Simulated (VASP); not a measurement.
# La (Im-3m) in VASP: single point with PBE

Aim: the single point of La with PBE.

Program: VASP 6.6.1. These are calculated values, not measurements. Logs are shortened: lines on timing, memory, paths and dates and some standing lists are left out, and cuts for length are marked.

## Step 1: The crystal as given

Symmetry: Im-3m, No. 229, cubic system. The conventional cell has a = 3.989 Å, b = 3.989 Å, c = 3.989 Å, α = 90.00°, β = 90.00°, γ = 90.00°. Around La (site symmetry m-3m) lie 8 La at 3.45 Å.

The cell was built by a generator and needn't be a form met in nature.

## Step 2: Single point, PBE

INCAR reads:

```
SYSTEM = La
  ALGO = Normal
  EDIFF = 1E-7
  ENCUT = 520
  GGA = PE
  ISIF = 2
  ISMEAR = -1
  LASPH = .True.
  LCHARG = .True.
  LELF = .True.
  LREAL = .False.
  LVHAR = .True.
  LWAVE = .False.
  NBANDS = 12
  NELM = 80
  PREC = Accurate
  SIGMA = 0.0112
```

KPOINTS reads:

```
k-points
0
Gamma
  12 12 12
  0 0 0
```

POSCAR reads:

```
La
1.0
   -1.9947130000      1.9947130000      1.9947130000
    1.9947130000     -1.9947130000      1.9947130000
    1.9947130000      1.9947130000     -1.9947130000
La
1
Direct
    0.0000000000      0.0000000000      0.0000000000
```

Potentials or basis: VASP PAW PBE potentials, release 64 (La).

Started as:

```console
$ cat potpaw_PBE.64/La/POTCAR > POTCAR
$ mpirun -np 1 vasp_std > vasp.out
```

OUTCAR:

```text
SYSTEM = La
   EDIFF = 1E-7
   ENCUT = 520
   GGA = PE
   ISIF = 2
   ISMEAR = -1
   LASPH = .True.
   LREAL = .False.
   NELM = 80
   PREC = Accurate

 ion  position               nearest neighbor table
   1  0.000  0.000  0.000-

  LATTYP: Found a body centered cubic cell.
 ALAT       =     3.9894260000

  Lattice vectors:

 A1 = (  -1.9947130000,   1.9947130000,   1.9947130000)
 A2 = (   1.9947130000,  -1.9947130000,   1.9947130000)
 A3 = (   1.9947130000,   1.9947130000,  -1.9947130000)

Analysis of symmetry for initial positions (statically):
=====================================================================
 Subroutine PRICEL returns:
 Original cell was already a primitive cell.

 Routine SETGRP: Setting up the symmetry group for a
 body centered cubic supercell.

 Subroutine GETGRP returns: Found 48 space group operations
 (whereof 48 operations were pure point group operations)
 out of a pool of 48 trial point group operations.

The static configuration has the point symmetry O_h .

Analysis of symmetry for dynamics (positions and initial velocities):
=====================================================================
 Subroutine PRICEL returns:
 Original cell was already a primitive cell.

 Routine SETGRP: Setting up the symmetry group for a
 body centered cubic supercell.

 Subroutine GETGRP returns: Found 48 space group operations
 (whereof 48 operations were pure point group operations)
 out of a pool of 48 trial point group operations.

The dynamic configuration has the point symmetry O_h .

 Subroutine INISYM returns: Found 48 space group operations
 (whereof 48 operations are pure point group operations),
 and found     1 'primitive' translations

----------------------------------------------------------------------------------------

                                     Primitive cell

  volume of cell :      31.7469

  direct lattice vectors                    reciprocal lattice vectors
    -1.994713000  1.994713000  1.994713000     0.000000000  0.250662627  0.250662627
     1.994713000 -1.994713000  1.994713000     0.250662627  0.000000000  0.250662627
     1.994713000  1.994713000 -1.994713000     0.250662627  0.250662627  0.000000000

  length of vectors
     3.454944263  3.454944263  3.454944263     0.354490486  0.354490486  0.354490486

  position of ions in fractional coordinates (direct lattice)
     0.000000000  0.000000000  0.000000000

  ion indices of the primitive-cell ions
   primitive index   ion index
                 1           1

----------------------------------------------------------------------------------------

 KPOINTS: k-points

Automatic generation of k-mesh.
 Grid dimensions read from file:
 generate k-points for:   12   12   12

 Generating k-lattice:

  Cartesian coordinates                     Fractional coordinates (reciprocal lattice)
     0.000000000  0.020888552  0.020888552     0.083333333  0.000000000  0.000000000
     0.020888552  0.000000000  0.020888552     0.000000000  0.083333333  0.000000000
     0.020888552  0.020888552  0.000000000     0.000000000  0.000000000  0.083333333

  Length of vectors
     0.029540874  0.029540874  0.029540874

  Shift w.r.t. Gamma in fractional coordinates (k-lattice)
     0.000000000  0.000000000  0.000000000

 Subroutine IBZKPT returns following result:
 ===========================================

 Found     72 irreducible k-points:

 Following reciprocal coordinates:
            Coordinates               Weight
  0.000000  0.000000  0.000000      1.000000
  0.083333  0.000000  0.000000     12.000000
  0.166667  0.000000  0.000000     12.000000
  0.250000  0.000000  0.000000     12.000000
  0.333333  0.000000  0.000000     12.000000
  0.416667  0.000000  0.000000     12.000000
[... 16 lines left out ...]
  0.333333  0.083333  0.083333     24.000000
  0.416667  0.083333  0.083333     12.000000
 [... further k-points ...]
   k-points           NKPTS =     72   k-points in BZ     NKDIM =     72   number of bands    NBANDS=     12
   number of dos      NEDOS =    301   number of ions     NIONS =      1
   total plane-waves  NPLWV =  21952
   dimension x,y,z NGX =    28 NGY =   28 NGZ =   28
   dimension x,y,z NGXF=    56 NGYF=   56 NGZF=   56
   ions per type =               1
   NGX,Y,Z   is equivalent  to a cutoff of  13.47, 13.47, 13.47 a.u.
   NGXF,Y,Z  is equivalent  to a cutoff of  26.95, 26.95, 26.95 a.u.
 SYSTEM =  La
   PREC   = accura    normal or accurate (medium, high low for compatibility)
   ISTART =      0    job   : 0-new  1-cont  2-samecut
   ICHARG =      2    charge: 1-file 2-atom 10-const
   ISPIN  =      1    spin polarized calculation?
   LNONCOLLINEAR =      F non collinear calculations
   LSORBIT =      F    spin-orbit coupling
   LASPH  =      T    aspherical Exc in radial PAW
   ENCUT  =  520.0 eV  38.22 Ry    6.18 a.u.   6.42  6.42  6.42*2*pi/ulx,y,z
   NELM   =     80;   NELMIN=  2; NELMDL= -5     # of ELM steps
   EDIFF  = 0.1E-06   stopping-criterion for ELM
   LREAL  =      F    real-space projection
   EDIFFG = 0.1E-05   stopping-criterion for IOM
   NSW    =      0    number of steps for IOM
   IBRION =     -1    ionic relax: 0-MD 1-quasi-New 2-CG
   NFREE  =      0    steps in history (QN), initial steepest desc. (CG)
   ISIF   =      2    stress and relaxation
   ISYM   =      2    0-nonsym 1-usesym 2-fastsym
   POTIM  = 0.5000    time-step for ionic-motion
   TEBEG  =    0.0;   TEEND  =   0.0 temperature during run
   PSTRESS=    0.0 pullay stress
   NELECT =      11.0000    total number of electrons
   NUPDOWN=      -1.0000    fix difference up-down
   EMIN   =  10.00;   EMAX   =-10.00  energy-range for DOS
   EFERMI =   0.00;   METHOD = LEGACY
   ISMEAR =    -1;   SIGMA  =   0.01  broadening in eV -4-tet -1-fermi 0-gaus
   EFERMI_NEDOS =   21; number of points for ismear=-14 and -15
   IALGO  =     38    algorithm
   IMIX   =      4    mixing-type and parameters
     AMIX     =   0.40;   BMIX     =  1.00
     AMIX_MAG =   1.60;   BMIX_MAG =  1.00
  volume/ion in A,a.u.               =      31.75       214.24
  Fermi-wavevector in a.u.,A,eV,Ry     =   1.149843  2.172889 17.988800  1.322140
  Thomas-Fermi vector in A             =   2.286511
   LORBIT       =      0    0 simple, 1 ext, 2 COOP (PROOUT), +10 PAW based schemes
   GGA     = PE    functional components
   LHFCALC =     F    Hartree Fock is set to
   AEXX    =    0.0000 exact exchange contribution
   IVDW    =     0    specifies the selected vdW correction
   LEPSILON=     F    determine dielectric tensor
   LRPA    =     F    only Hartree local field effects (RPA)
 non-spin polarized calculation
  energy-cutoff  :      520.00
  volume of cell :       31.75
 maximum number of plane-waves:       887
 NGX is ok and might be reduce to    28
   NGX = 13   NGY = 13   NGZ = 13

 number of electron      11.0000001 magnetization

 Free energy of the ion-electron system (eV)
  ---------------------------------------------------
  ext. energy  EPLUGINS =         0.00000000
  ---------------------------------------------------
  free energy    TOTEN  =        -4.65214561 eV

  energy without entropy =       -4.65103098  energy(sigma->0) =       -4.65158830

 E-fermi :   9.4163     XC(G=0): -10.2179

 val. band max:        9.3935411134   @ k =   0.2500   0.1667  -0.0000
 cond. band min:       9.4179293487   @ k =   0.1667   0.1667   0.1667
 fundamental gap:      0.0243882354
 Fermi energy:         9.4163057782

 k-point     1 :       0.0000    0.0000    0.0000
  band No.  band energies     occupation
      1     -23.2783      2.00000
      2      -5.8661      2.00000
      3      -5.8661      2.00000
      4      -5.8661      2.00000
      5       6.4929      2.00000
      6      11.0852      0.00000
      7      11.0852      0.00000
      8      11.0852      0.00000
      9      11.1339      0.00000
     10      11.1339      0.00000
     11      11.1339      0.00000
     12      12.1579      0.00000

 k-point     2 :       0.0833    0.0000    0.0000
  band No.  band energies     occupation
      1     -23.2541      2.00000
      2      -6.0338      2.00000
      3      -5.9136      2.00000
      4      -5.8689      2.00000
      5       6.7638      2.00000
      6      10.6684      0.00000
      7      10.6702      0.00000
      8      11.1206      0.00000
      9      11.1938      0.00000
     10      11.4434      0.00000
     11      11.4566      0.00000
     12      12.1247      0.00000

 k-point     3 :       0.1667    0.0000    0.0000
  band No.  band energies     occupation
      1     -23.1871      2.00000
      2      -6.4669      2.00000
      3      -6.0404      2.00000
      4      -5.8764      2.00000
      5       7.4131      2.00000
      6      10.1926      0.00000
      7      10.2337      0.00000
      8      11.0956      0.00000
      9      11.3925      0.00000
     10      11.6382      0.00000
     11      11.6962      0.00000
     12      12.0673      0.00000
[... 286 lines left out ...]
 k-point    23 :       0.3333    0.0833    0.0833
  band No.  band energies     occupation
      1     -22.9128      2.00000
      2      -7.7719      2.00000
      3      -6.5866      2.00000
      4      -6.0599      2.00000
      5       8.0757      2.00000
      6       9.1857      2.00000
      7      11.1907      0.00000
      8      11.3239      0.00000
      9      11.6473      0.00000
     10      11.9344      0.00000
     11      11.9638      0.00000
     12      12.0941      0.00000

 k-point    24 :       0.4167    0.0833    0.0833
  band No.  band energies     occupation
      1     -22.8889      2.00000
      2      -7.8612      2.00000
      3      -6.6497      2.00000
      4      -6.0671      2.00000
      5       7.9788      2.00000
      6       9.1375      2.00000
      7      11.3264      0.00000
      8      11.3714      0.00000
      9      11.6494      0.00000
     10      11.9823      0.00000
     11      12.0249      0.00000
     12      12.0735      0.00000

 [... further k-points ...]

------------------------ aborting loop because EDIFF is reached ----------------------------------------

  FORCE on cell =-STRESS in cart. coord.  units (eV):
  Direction    XX          YY          ZZ          XY          YZ          ZX
  --------------------------------------------------------------------------------------
  -------------------------------------------------------------------------------------
  Total        1.1758113      1.1758113      1.1758113      0.0000000      0.0000000      0.0000000
  in kB       59.3399202     59.3399202     59.3399202      0.0000000      0.0000000      0.0000000
  external PRESSURE =      59.3399202 kB  Pullay stress =       0.0000000 kB

 VOLUME and BASIS-vectors are now :
 -----------------------------------------------------------------------------
  energy-cutoff  :      520.00
  volume of cell :       31.75
      direct lattice vectors                 reciprocal lattice vectors
    -1.994713000  1.994713000  1.994713000     0.000000000  0.250662627  0.250662627
     1.994713000 -1.994713000  1.994713000     0.250662627  0.000000000  0.250662627
     1.994713000  1.994713000 -1.994713000     0.250662627  0.250662627  0.000000000

 POSITION                                       TOTAL-FORCE (eV/Angst)
 -----------------------------------------------------------------------------------
      0.00000      0.00000      0.00000        -0.000000      0.000000     -0.000000
 -----------------------------------------------------------------------------------
    total drift:                               -0.000000      0.000000      0.000000

  FREE ENERGIE OF THE ION-ELECTRON SYSTEM (eV)
  ---------------------------------------------------
  free  energy   TOTEN  =        -4.6521456080 eV

  energy  without entropy=       -4.6510309849  energy(sigma->0) =       -4.65158830
```

It took 51 s on 1 thread of Intel Xeon Platinum 8259CL at 2.50GHz (Skylake/Cascade Lake), shared host; peak memory 0.19 GiB.

What came out:

```
Free energy            : -4.6521 eV
Pressure               : 5.9 GPa
Band gap on the k mesh : none (metal or under the smearing width)
```

The run has no spin-orbit coupling, so splittings on La are missing.
